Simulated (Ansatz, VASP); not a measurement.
# Cross-check of Si2HCl (H-SiSi-Cl chair, 2 layers, AB) between VASP and Ansatz, part 2 of 2

Aim: how closely do two programs agree when they are given the same cell, functional and k mesh? The structure shown is the start of the Ansatz relaxation below; VASP solves that cell, so the two are compared at the walk's first step.

VASP 6.6.1 and Ansatz 0.2.0.

So far: The starting structure; Ansatz: relaxation, PBE with D3(BJ).

### 3. VASP: single point, PBE with D3(BJ), start cell

Level of this step: PBE with D3(BJ); plane waves and PAW (Cl, Si, H) (VASP).

The same cell, functional, mesh and smearing now go to VASP, with its own data sets.

Lines of VASP's logs that name or quote its potential files are left out, and so is its time.

INCAR

```
SYSTEM = Si2HCl
PREC = Accurate
ENCUT = 400
EDIFF = 1E-06
NELM = 120
ISMEAR = -1
SIGMA = 0.05
LREAL = .FALSE.
ALGO = Normal
GGA = PE
IVDW = 12
NBANDS = 24
LORBIT = 11
LWAVE = .FALSE.
LCHARG = .FALSE.
ISIF = 2
LDIPOL = .TRUE.
IDIPOL = 3
DIPOL = 0.5 0.5 0.503
LVHAR = .TRUE.
LASPH = .TRUE.
GGA_COMPAT = .FALSE.
EFERMI = MIDGAP
NELMDL = -8
KPAR = 2
```

POSCAR

```
Si2HCl
1.0
    3.6630000000      0.0000000000      0.0000000000
   -1.8315000000      3.1722510000      0.0000000000
    0.0000000000      0.0000000000     53.5800000000
Cl Si H
2 4 2
Direct
    0.6666666667      0.3333333333      0.3947368421
    0.0000000000      0.0000000000      0.5251959686
    0.6666666667      0.3333333333      0.4344904815
    0.3333333333      0.6666666667      0.4483016051
    0.0000000000      0.0000000000      0.5649496081
    0.6666666667      0.3333333333      0.5787607316
    0.3333333333      0.6666666667      0.4748040314
    0.6666666667      0.3333333333      0.6052631579
```

KPOINTS

```
Automatic mesh
0
Gamma
9 9 1
0 0 0
```

Potentials, in the order of the species: Cl, Si and H (PBE family, release 64).

On the command line:

```sh
mpirun -np 2 vasp_std
```

Numbers of over 12 decimals in the logs are rounded to 6 here.

Output:

```text
[banner, memory and clock lines left out]
running    2 mpi-ranks, on    1 nodes
 distrk:  each k-point on    1 cores,    2 groups
 distr:  one band on    1 cores,    1 groups

 POSCAR found type information on POSCAR ClSiH
 POSCAR found :  3 types and       8 ions
 LDA part: xc-table for (Slater+PW92), standard interpolation
|                                                                             |
|           W    W    AA    RRRRR   N    N  II  N    N   GGGG   !!!           |
|           W    W   A  A   R    R  NN   N  II  NN   N  G    G  !!!           |
|           W    W  A    A  R    R  N N  N  II  N N  N  G       !!!           |
|           W WW W  AAAAAA  RRRRR   N  N N  II  N  N N  G  GGG   !            |
|           WW  WW  A    A  R   R   N   NN  II  N   NN  G    G                |
|           W    W  A    A  R    R  N    N  II  N    N   GGGG   !!!           |
|                                                                             |
|     One of the lattice vectors is very long (>50 A), but AMIN is rather     |
|     large. This can spoil convergence since charge sloshing might occur     |
|     along the long lattice vector. If problems with convergence are         |
|     observed, try to decrease AMIN to a smaller value (e.g. 0.01).          |
|     Note: This warning only applies if the self-consistency cycle is        |
|     used.                                                                   |
|                                                                             |

 POSCAR, INCAR and KPOINTS ok, starting setup
 FFT: planning ... GRIDC
 FFT: planning ... GRID_SOFT
 FFT: planning ... GRID
 WAVECAR not read
 entering main loop
       N       E                     dE             d eps       ncg     rms          rms(c)
DAV:   1     0.234937891531E+03    0.23494E+03   -0.83580E+03   600   0.736E+02
DAV:   2     0.700161134542E+01   -0.22794E+03   -0.21771E+03   912   0.167E+02
DAV:   3    -0.337253491784E+02   -0.40727E+02   -0.39954E+02   728   0.758E+01
DAV:   4    -0.352306093564E+02   -0.15053E+01   -0.14996E+01   720   0.191E+01
DAV:   5    -0.352754382913E+02   -0.44829E-01   -0.44820E-01   832   0.343E+00
DAV:   6    -0.352768129140E+02   -0.13746E-02   -0.13745E-02   800   0.592E-01
DAV:   7    -0.352768344713E+02   -0.21557E-04   -0.21557E-04   832   0.649E-02
DAV:   8    -0.352768353222E+02   -0.85089E-06   -0.85084E-06   696   0.115E-02    0.125E+01
DAV:   9    -0.342926928350E+02    0.98414E+00   -0.60382E-01   664   0.403E+00    0.751E+00
DAV:  10    -0.338711238873E+02    0.42157E+00   -0.12714E+00   728   0.552E+00    0.108E+00
DAV:  11    -0.338615669099E+02    0.95570E-02   -0.12467E-01   760   0.225E+00    0.853E-01
DAV:  12    -0.338629804558E+02   -0.14135E-02   -0.16996E-02   752   0.623E-01    0.487E-01
DAV:  13    -0.338606879383E+02    0.22925E-02   -0.38401E-03   768   0.449E-01    0.109E-01
DAV:  14    -0.338601209110E+02    0.56703E-03   -0.16749E-03   760   0.254E-01    0.107E-01
[...]
DAV:  22    -0.338611405454E+02   -0.10782E-03   -0.24942E-06   672   0.722E-03    0.216E-03
DAV:  23    -0.338611777907E+02   -0.37245E-04   -0.16041E-06   640   0.474E-03    0.171E-03
DAV:  24    -0.338612276167E+02   -0.49826E-04   -0.88224E-07   544   0.339E-03    0.123E-03
DAV:  25    -0.338612473163E+02   -0.19700E-04   -0.32193E-07   552   0.205E-03    0.101E-03
DAV:  26    -0.338612621907E+02   -0.14874E-04   -0.30144E-07   528   0.167E-03    0.408E-04
DAV:  27    -0.338612682838E+02   -0.60931E-05   -0.10219E-07   520   0.998E-04    0.346E-04
DAV:  28    -0.338612719416E+02   -0.36578E-05   -0.69386E-08   512   0.784E-04    0.250E-04
DAV:  29    -0.338612725975E+02   -0.65592E-06   -0.12551E-08   552   0.397E-04
   1 F= -.35167907E+02 E0= -.35167226E+02  d E =-.136291E-02
```

Parts of OUTCAR (step 3):

```text
ion  position               nearest neighbor table
   1  0.667  0.333  0.395-   3 2.13
   2  0.000  0.000  0.525-   5 2.13
   3  0.667  0.333  0.434-   1 2.13   4 2.24   4 2.24   4 2.24
   4  0.333  0.667  0.448-   7 1.42   3 2.24   3 2.24   3 2.24
   5  0.000  0.000  0.565-   2 2.13   6 2.24   6 2.24   6 2.24
   6  0.667  0.333  0.579-   8 1.42   5 2.24   5 2.24   5 2.24
   7  0.333  0.667  0.475-   4 1.42
   8  0.667  0.333  0.605-   6 1.42

  LATTYP: Found a hexagonal cell.
 ALAT       =     3.6630000000
 C/A-ratio  =    14.6273546274

 Subroutine GETGRP returns: Found  6 space group operations
 (whereof  6 operations were pure point group operations)

The static configuration has the point symmetry C_3v.

 Found     12 irreducible k-points:

   k-points           NKPTS =     12   k-points in BZ     NKDIM =     12   number of bands    NBANDS=     24

   dimension x,y,z NGX =    24 NGY =   24 NGZ =  350
   dimension x,y,z NGXF=    48 NGYF=   48 NGZF=  700

   ENCUT  =  400.0 eV  29.40 Ry    5.42 a.u.   5.97  5.97 87.38*2*pi/ulx,y,z

   NELECT =      32.0000    total number of electrons

 k-points in reciprocal lattice and weights: Automatic mesh
   0.00000000  0.00000000  0.00000000       0.012
   0.11111111  0.00000000  0.00000000       0.074
   0.22222222 -0.00000000  0.00000000       0.074
   0.33333333  0.00000000  0.00000000       0.074
   0.44444444 -0.00000000  0.00000000       0.074
   0.11111111  0.11111111  0.00000000       0.074
   0.22222222  0.11111111  0.00000000       0.148
   0.33333333  0.11111111  0.00000000       0.148
   0.44444444  0.11111111  0.00000000       0.074
   0.22222222  0.22222222  0.00000000       0.074
   0.33333333  0.22222222  0.00000000       0.148
   0.33333333  0.33333333  0.00000000       0.025

 dipolmoment           0.000000      0.000000     -0.195518 electrons x Angstroem

 average (electrostatic) potential at core
       1 -97.7901       2 -99.2892       3 -91.6439       4 -90.9870       5 -93.1196
       6 -92.4677       7 -39.5712       8 -41.0641

 E-fermi :  -2.3519

 k-point     1 :       0.0000    0.0000    0.0000
  band No.  band energies     occupation
    ...
     12      -4.4156      2.00000
     13      -3.9703      2.00000
     14      -3.9703      2.00000
     15      -2.4902      1.88150
     16      -2.4902      1.88150
     17      -2.1131      0.01671
     18      -0.6194      0.00000
     19      -0.1792      0.00000
     20      -0.1646      0.00000
     21      -0.1646      0.00000
    ...

 k-point     2 :       0.1111    0.0000    0.0000
  band No.  band energies     occupation
    ...
     12      -4.8304      2.00000
     13      -4.5099      2.00000
     14      -4.2304      2.00000
     15      -3.3520      2.00000
     16      -2.7490      1.99929
     17      -1.7452      0.00001
     18      -0.4381      0.00000
     19      -0.2297      0.00000
     20       0.2330      0.00000
     21       0.4180      0.00000
    ...

 k-point     3 :       0.2222   -0.0000    0.0000
  band No.  band energies     occupation
    ...
     12      -5.8601      2.00000
     13      -4.7486      2.00000
     14      -4.6872      2.00000
     15      -4.4131      2.00000
     16      -3.2030      2.00000
     17      -1.7223      0.00001
     18      -0.6022      0.00000
     19      -0.2394      0.00000
     20       0.5381      0.00000
     21       0.9563      0.00000
    ...

 Edisp (eV)   -1.30663

  Total       8.91289     8.91289     1.04554    -0.00000     0.00000     0.00000
  in kB      22.93622    22.93622     2.69058    -0.00000     0.00000     0.00000
  external pressure =       16.19 kB  Pullay stress =        0.00 kB

  energy-cutoff  :      400.00
  volume of cell :      622.60
      direct lattice vectors                 reciprocal lattice vectors
     3.663000000  0.000000000  0.000000000     0.273000273  0.157616784  0.000000000
    -1.831500000  3.172251000  0.000000000     0.000000000  0.315233568  0.000000000
     0.000000000  0.000000000 53.580000000     0.000000000  0.000000000  0.018663680

 POSITION                                       TOTAL-FORCE (eV/Angst)
 -----------------------------------------------------------------------------------
      1.83150      1.05742     21.15000        -0.000000      0.000000      1.029050
      0.00000      0.00000     28.14000        -0.000000      0.000000      0.968215
      1.83150      1.05742     23.28000        -0.000000      0.000000     -1.845286
     -0.00000      2.11483     24.02000         0.000000     -0.000000     -0.752787
      0.00000      0.00000     30.27000         0.000000      0.000000     -1.839043
      1.83150      1.05742     31.01000         0.000000      0.000000     -0.811348
     -0.00000      2.11483     25.44000        -0.000000     -0.000000      1.628563
      1.83150      1.05742     32.43000        -0.000000      0.000000      1.622636
 -----------------------------------------------------------------------------------
    total drift:                                0.000000      0.000000     -0.000009

  FREE ENERGIE OF THE ION-ELECTRON SYSTEM (eV)
  ---------------------------------------------------
  free  energy   TOTEN  =       -35.1679071724 eV

  energy  without entropy=      -35.1665442584  energy(sigma->0) =      -35.16722572

 vacuum level on the upper side and lower side of the slab         0.475         3.520

 total charge
# of ion       s       p       d       tot
------------------------------------------
    1        1.606   3.499   0.000   5.106
    2        1.607   3.500   0.000   5.107
    3        0.744   0.972   0.000   1.715
    4        0.758   1.090   0.000   1.847
    5        0.744   0.972   0.000   1.716
    6        0.757   1.089   0.000   1.847
    7        0.594   0.017   0.000   0.611
    8        0.595   0.017   0.000   0.611
--------------------------------------------------
tot          7.404  11.155   0.000  18.560

[... 3 further parts left out ...]
```

### 4. Comparison

Known differences besides the potentials themselves: Ansatz cuts the interaction across the vacuum, VASP repeats the sheet with a dipole correction; the cutoff is 420 eV in Ansatz and 400 eV in VASP. Total energies have different zeros and are not compared.

Forces (eV/Å; atoms numbered as in POSCAR):

```
atom        Ansatz x, y, z          VASP x, y, z
 Cl1   0.000, 0.000, 0.996   0.000, 0.000, 1.029
 Cl2   0.000, 0.000, 0.933   0.000, 0.000, 0.968
 Si3  0.000, 0.000, -1.818  0.000, 0.000, -1.845
 Si4  0.000, 0.000, -0.751  0.000, 0.000, -0.753
 Si5  0.000, 0.000, -1.808  0.000, 0.000, -1.839
 Si6  0.000, 0.000, -0.812  0.000, 0.000, -0.811
  H7   0.000, 0.000, 1.633   0.000, 0.000, 1.629
  H8   0.000, 0.000, 1.628   0.000, 0.000, 1.623
```

The forces differ by 13 meV/Å r.m.s., which is 1.6 % of the r.m.s. force of 0.798 eV/Å (both taken over all components). With vacuum in the cell, a pressure given here is an average over mostly empty space and none of the material.

### 5. Results

* r.m.s. force difference (single point, PBE with D3(BJ), start cell): 1.6 % of the r.m.s. force

What this shows: The r.m.s. force difference is 1.6 % of the r.m.s. force (single point, PBE with D3(BJ), start cell), within the 3 % picked in this series as the mark of a large difference. 1 further run of this series is not shown here. Such differences can come from data sets, numerical settings and the points named under the comparisons, not from the functional's error against experiment.

[Lines on the potential files, build, host, timing and source positions are cut from VASP's logs without a mark.]

[Logs are printed without paths, hosts, clocks, repeated set-up lines and the standing remarks that a program may print on its own settings, such as how far it seeks lower states.]

[Hosts, paths, dates, database ids (printed as entryN), source tags and the programs' standing remarks are cut or masked in the printed files.]
